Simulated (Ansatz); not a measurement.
Rigid (001) slab of C, space group P6_3/mmc (No. 194):

```yaml
crystal:
  lattice:
    - [2.46498, 0.00000, 0.00000]
    - [-1.23249, 2.13474, 0.00000]
    - [0.00000, 0.00000, 23.73843]
  atoms:
    - { symbol: C, position: [0.00000, 0.00000, 0.35807] }
    - { symbol: C, position: [0.33333, 0.66667, 0.35807] }
    - { symbol: C, position: [0.00000, 0.00000, 0.50000] }
    - { symbol: C, position: [0.66667, 0.33333, 0.50000] }
    - { symbol: C, position: [0.00000, 0.00000, 0.64193] }
    - { symbol: C, position: [0.33333, 0.66667, 0.64193] }
```

Method: DFT PBE+D3(BJ), scalar-relativistic, plane waves, PAW (Ansatz). Settings: cutoff 420 eV, Γ-centred mesh 12×12×1 on the computed 7-atom cell, Gaussian smearing of 0.10 eV; no spin polarisation. A dipole correction removes the field between periodic images along c.

An adatom of O is held over the places (i/4, j/4) of the 1×1 surface cell, counted from the highest atom (C), and only its height relaxes; one adatom per 5.3 Å². This grid misses the threefold hollows of the hexagonal cell, which often bind best.

Heights over the highest slab atom in Å:

```
i j=0   j=1   j=2   j=3
0  1.50  1.29  1.38  1.29
1  1.29  1.29  1.36  1.36
2  1.38  1.44  1.38  1.36
3  1.29  1.44  1.44  1.29
```

(1) Among these places, where is the adatom most and least stable, and how far apart in energy?

Spin polarisation was left out, and a magnetic state may lie lower.

Results:

(1) Lowest at (i, j) = (0, 1), (0, 3), (1, 0), (1, 1), (3, 0), (3, 3); highest at (2, 1), (3, 1), (3, 2), 1.84 eV above. All energies in eV:

```csv
i,j=0,j=1,j=2,j=3
0,1.03,0.00,1.00,0.00
1,0.00,0.00,0.30,0.30
2,1.00,1.84,1.00,0.30
3,0.00,1.84,1.84,0.00
```